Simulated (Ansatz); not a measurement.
Sb$_{2}$Te$_{3}$ (Bi2Te3 type, space group R-3m)

```xyz
5
Lattice="2.1052 1.2155 9.7299 -2.1052 1.2155 9.7299 0.0000 -2.4309 9.7299" Properties=species:S:1:pos:R:3 pbc="T T T"
Sb     0.0000     0.0000    11.6648
Sb     0.0000     0.0000    17.5249
Te     0.0000     0.0000     0.0000
Te     0.0000     0.0000     6.0815
Te     0.0000     0.0000    23.1082
```

This relaxed cell (volume V₀) is scaled evenly in all directions, its shape held. The atoms relax within the cell's symmetry.

Calculation: PBEsol-D3(BJ) (plane waves to 420 eV, PAW, scalar-relativistic; Ansatz, a quantum-chemistry and plane-wave program). k mesh 9×9×9 (Γ-centred), Fermi-Dirac smearing 0.05 eV. Compression counts positive. At this level the bands of Sb2Te3 touch or barely overlap; measurements give the solid a gap. Sb2Te3 was relaxed with its symmetry unable to fall. Spin-orbit coupling is left out, though Sb and Te are heavy.

At one point of the scan the stress tensor (GPa) is:

```
    0.6      0.0      0.0
    0.0      0.6      0.0
    0.0      0.0      0.6
```

Problem. Which point is it?
A. V/V₀ = 0.976
B. V/V₀ = 0.952
C. V/V₀ = 0.988
D. V/V₀ = 0.940

Solution. C, V/V₀ = 0.988

(A scan under strain: stresses follow from slopes of the energy per volume, elastic moduli from its curvatures.)
